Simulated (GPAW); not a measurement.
# BaTiO3: band structure with PBE

BaTiO3:

```
Ba Ti O
1.0
     4.00600    0.00000    0.00000
     0.00000    4.00600    0.00000
     0.00000    0.00000    4.00600
Ba Ti O
1 1 3
Direct
  0.50000 0.50000 0.50000
  0.00000 0.00000 0.00000
  0.00000 0.00000 0.50000
  0.00000 0.50000 0.00000
  0.50000 0.00000 0.00000
```

* Program: GPAW 26.7.0
* Task: band structure
* Functional: PBE
* Potentials or basis: GPAW PAW data sets (gpaw-data 1.2.1)
* Cutoff: 800 eV
* Basis: pw
* k mesh: 7 × 7 × 7
* Occupations: fermi-dirac, width 0.05 eV
* Spin: no spin polarisation
* Maxiter: 150
* Band path: GXMGRX,MR
* Band points: 80

| Property | Result |
| --- | --- |
| Pressure | 3.0 GPa |
| Band gap on the k mesh | 1.84 eV, indirect (least direct gap 1.92 eV) |
| Band gap along the path | 1.78 eV, indirect (least direct gap 1.92 eV) |

Levels at the corners of the path, in eV from the valence-band top:
```tsv
point	band 16	band 17	band 18	band 19	band 20	band 21	band 22	band 23	band 24	band 25
Γ	-1.09	-1.09	-0.14	-0.14	-0.14	1.78	1.78	1.78	3.93	3.93
X	-1.90	-1.82	-1.82	-0.70	-0.70	1.93	3.51	3.51	3.93	5.94
M	-2.66	-1.71	-0.87	-0.87	-0.08	3.52	3.52	3.93	4.78	7.68
Γ	-1.09	-1.09	-0.14	-0.14	-0.14	1.78	1.78	1.78	3.93	3.93
R	-2.39	-2.39	0.00	0.00	0.00	4.18	4.18	4.18	6.75	6.75
X	-1.90	-1.82	-1.82	-0.70	-0.70	1.93	3.51	3.51	3.93	5.94
M	-2.66	-1.71	-0.87	-0.87	-0.08	3.52	3.52	3.93	4.78	7.68
R	-2.39	-2.39	0.00	0.00	0.00	4.18	4.18	4.18	6.75	6.75
```

Wall time 2.4 min on 1 thread of Arm Neoverse V2, with other jobs on the host, peak memory 0.57 GiB.

Caveat: spin-orbit coupling is left out, which moves the levels of the heavy elements. A hybrid or GW would open this gap; PBE tends to underestimate it.
